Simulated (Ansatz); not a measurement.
Runs of Ansatz 0.2.0 on HfN. It takes space group Fm-3m (No. 225, cubic). Conventional cell: a = 4.512 Å, b = 4.512 Å, c = 4.512 Å, α = 90.00°, β = 90.00°, γ = 90.00°. Around Hf (site symmetry m-3m) lie 6 N at 2.26 Å. N (site symmetry m-3m) has 6 Hf at 2.26 Å as nearest neighbours. 

```csv
task,level,spin,cell,k mesh,points for each segment of the path,gap on the mesh (eV),pressure (GPa)
band structure,PBEsol,"SOC, no magnetisation",as given,7 × 7 × 7,14,none,-2.1
relaxation of cell and atoms,PBEsol,off,relaxed,10 × 10 × 10,-,-,0.0
band structure,BLYP,off,as given,10 × 10 × 10,14,none,(a)
band structure,revPBE,off,as given,10 × 10 × 10,14,none,10.0
band structure,PBEsol,off,as given,10 × 10 × 10,14,none,-1.9
```

Alike in all rows: potentials or basis Ansatz PAW; cutoff (eV) 420; smearing fermi-dirac 0.05 eV.

Task: Estimate the missing entries.

Result: (a) 15.4.

Caveats: the PAW data sets come from PBE, with cores solved anew for the run's functional, which leaves a small shift of forces and pressure; spin-orbit coupling is left out, which moves the levels of the heavy elements (some runs); the plane-wave basis is chosen anew once the cell has moved, so the energies of steps on either side of that aren't comparable (some runs); so large a pressure means that the cell lies far from this level's equilibrium, or that cutoff or potentials fall short (some runs).

A k mesh can miss the band edges, and rows without SOC leave out spin-orbit coupling on Hf.

A gap of «none» marks a metal or a gap under the smearing width.

Runs at the PBE level aren't shown here.
